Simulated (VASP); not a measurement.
Wanted: the native input for a VASP 6.6.1 run.

| Property | Result |
| --- | --- |
| Task | single point |
| Functional | PBE |
| Potentials or basis | VASP PAW PBE potentials, release 64 (N) |
| Cutoff | 520 eV |
| k mesh | 8 × 8 × 8 |
| Occupations | gaussian, width 0.1 eV |
| Spin | no spin polarisation |
| Dipole correction | no |
| Further INCAR settings | ALGO = Normal; EDIFF = 1e-07; NBANDS = 8 |

The structure of N lies in POSCAR:

```
N
1.0
    2.1182033251      0.0000000000      0.0000000000
    0.0000000000      2.1182033251      0.0000000000
    0.0000000000      0.0000000000      2.1182033251
N
1
Direct
    0.5000000000      0.5000000000      0.5000000000
```

The real solid is made of molecules; this cell is a model form.

The cell isn't the ideal one: As replaced by N, lengths x 0.758, strained and moved within the space group.

The input as run:

INCAR

```
SYSTEM = N
PREC     = Accurate       ! precision mode
ENCUT    = 520            ! plane-wave cutoff, eV
EDIFF    = 1E-7           ! SCF threshold, eV
ISMEAR   = 0              ! smearing method
SIGMA    = 0.1            ! smearing width, eV
LREAL    = .FALSE.        ! projectors in reciprocal space
LASPH    = .TRUE.         ! aspherical terms in the spheres
NELM     = 100            ! most SCF steps
ALGO     = Normal         ! electronic algorithm
ISIF     = 2              ! what is computed and relaxed
LWAVE    = .FALSE.        ! write WAVECAR
LCHARG   = .FALSE.        ! write CHGCAR
GGA      = PE             ! functional
NBANDS   = 8              ! bands
```

KPOINTS

```
regular mesh
0
G
  8 8 8
  0 0 0
```

Potentials or basis: VASP PAW PBE potentials, release 64 (N).

Run with:

```bash
$ cat potpaw_PBE.64/N/POTCAR > POTCAR
$ mpirun -np 1 vasp_std > vasp.out
```

It gave:

The pressure is -38.2 GPa. The band gap on the k mesh is none (metal or under the smearing width).

Caveat: the k mesh is coarse (spacing up to 0.37 Å⁻¹), so the values aren't converged; the cell as given lies far from equilibrium; so large a pressure means that the cell lies far from this level's equilibrium, or that cutoff or potentials fall short.

Wall time 1.5 s on 1 thread of Intel(R) Xeon(R) Platinum 8488C (Sapphire Rapids) (shared host), peak memory 0.1 GiB.
